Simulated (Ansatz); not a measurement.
# S: the cost of one run

Computed with Ansatz 0.2.0 (DFT PBEsol, scalar-relativistic, plane waves, PAW, unless a step's input says otherwise).

## Step 1: The starting structure

Symmetry: R-3m, No. 166, trigonal system. Conventional cell: a = 7.825 Å, b = 7.825 Å, c = 20.017 Å, α = 90.00°, β = 90.00°, γ = 120.00°. S (site symmetry m) has 6 S at 2.66 to 2.88 Å as nearest neighbours. S (site symmetry m) is surrounded by 7 S at 2.84 to 3.20 Å.

Coordinates:

```xyz
12
Lattice="3.9124 2.2588 6.6722 -3.9124 2.2588 6.6722 0.0000 -4.5176 6.6722" Properties=species:S:1:pos:R:3 pbc="T T T"
S    -2.5173    1.4534    4.4970
S     0.0000   -2.9067    4.4970
S     2.5173    1.4534    4.4970
S     2.5173   -1.4534   15.5196
S    -2.5173   -1.4534   15.5196
S     0.0000    2.9067   15.5196
S    -1.6018    0.9248    7.1590
S     0.0000   -1.8496    7.1590
S     1.6018    0.9248    7.1590
S     1.6018   -0.9248   12.8576
S    -1.6018   -0.9248   12.8576
S     0.0000    1.8496   12.8576
```

This is candidate A: alpha-boron type (R-3m, No. 166).

(A quick probe on a coarse mesh, which set the mesh and smearing, is not shown.)

## Step 3: Rough relaxation on the coarse mesh (candidate A)

Input file input.yaml:

```yaml
crystal:
  lattice:
    - [3.912383924, 2.2588159117, 6.6721880022]
    - [-3.912383924, 2.2588159117, 6.6721880022]
    - [0.0, -4.5176318232, 6.6721880022]
  atoms:
    - { symbol: S, position: [0.01019, 0.65361, 0.01019] }
    - { symbol: S, position: [0.01019, 0.01019, 0.65361] }
    - { symbol: S, position: [0.65361, 0.01019, 0.01019] }
    - { symbol: S, position: [0.98981, 0.34639, 0.98981] }
    - { symbol: S, position: [0.34639, 0.98981, 0.98981] }
    - { symbol: S, position: [0.98981, 0.98981, 0.34639] }
    - { symbol: S, position: [0.22118, 0.6306, 0.22118] }
    - { symbol: S, position: [0.22118, 0.22118, 0.6306] }
    - { symbol: S, position: [0.6306, 0.22118, 0.22118] }
    - { symbol: S, position: [0.77882, 0.3694, 0.77882] }
    - { symbol: S, position: [0.3694, 0.77882, 0.77882] }
    - { symbol: S, position: [0.77882, 0.77882, 0.3694] }
basis:
  ecutwfc: 420
kpoints:
  mp_grid: { grid: [3, 3, 3] }
hamiltonian:
  xc: pbesol
scf:
  occupations: { method: gaussian, width: 0.1 }
  lower_state_search: "off"
output:
  forces: true
  stress: true
  eigenvalues: true
relax:
  adjacent_minimum: "off"
  f_tol: 0.04
  max_steps: 70
  cell: { stress_tol: 0.4 }
```

What time and memory should one allow on 1 thread of an Arm CPU, shared host?

About 2.5 min, with a peak of 0.67 GiB.
